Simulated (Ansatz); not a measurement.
Gas-phase electronic energies from Ansatz, PBE0-D4/def2-TZVP geometries. CBS: MP2 limit from def2 TZ/QZ plus the TZ coupled-cluster correction, frozen cores. DFT in def2-TZVPP. B3LYP here is the variant with VWN-RPA as its local correlation; programs differ in this. Elements past krypton have def2 core potentials. For Zr outer-core shells are correlated without core-valence functions, which leaves a few kJ/mol of doubt a bond. One conformer a species, not always the lowest.

Consider the formal exchange of groups at a Zr–N bond: `C[NH][Zr]([NH]C)([NH]C)[NH]C` + dimethylacetamide → `C[NH][Zr]([NH]C)([NH]C)[N](C)C` + `CNC(C)=O`.

```
             level  ΔE (kJ/mol)  difference from CCSD(T)/CBS
            PBE-D4         -7.8                         -0.3
         r2SCAN-D4         -8.1                         -0.6
           PBE0-D4         -7.6                         -0.1
          B3LYP-D4         -7.5                          0.0
           ωB97X-V         -6.0                          1.5
           ωB97M-V         -6.0                          1.5
            B2PLYP         -6.2                          1.3
               PBE         -5.8                          1.7
            r2SCAN         -7.2                          0.3
              PBE0         -5.6                          1.9
             B3LYP         -4.5                          3.0
     HF/def2-TZVPP         -5.1                          2.4
    MP2/def2-TZVPP         -9.7                         -2.2
SCS-MP2/def2-TZVPP         -8.3                         -0.8
   CCSD/def2-TZVPP         -7.8                         -0.3
CCSD(T)/def2-TZVPP         -8.5                         -1.0
     HF/def2-QZVPP         -5.3                          2.2
    MP2/def2-QZVPP         -9.2                         -1.7
SCS-MP2/def2-QZVPP         -7.8                         -0.3
      HF/CBS(def2)         -5.3                          2.2
     MP2/CBS(def2)         -8.7                         -1.2
    CCSD/CBS(def2)         -6.8                          0.7
       CCSD(T)/CBS         -7.5                            0
```

Largest T1 diagnostic among the species: 0.015.

In def2-TZVPP, CCSD(T) changes the Hartree–Fock value by −3.3 kJ/mol (the triples alone add −0.7 kJ/mol) and MP2 by −4.6 kJ/mol.

CCSD(T)/CBS has its own doubt, a few kJ/mol and more with outer-core shells, so smaller differences from it don't rank the levels.
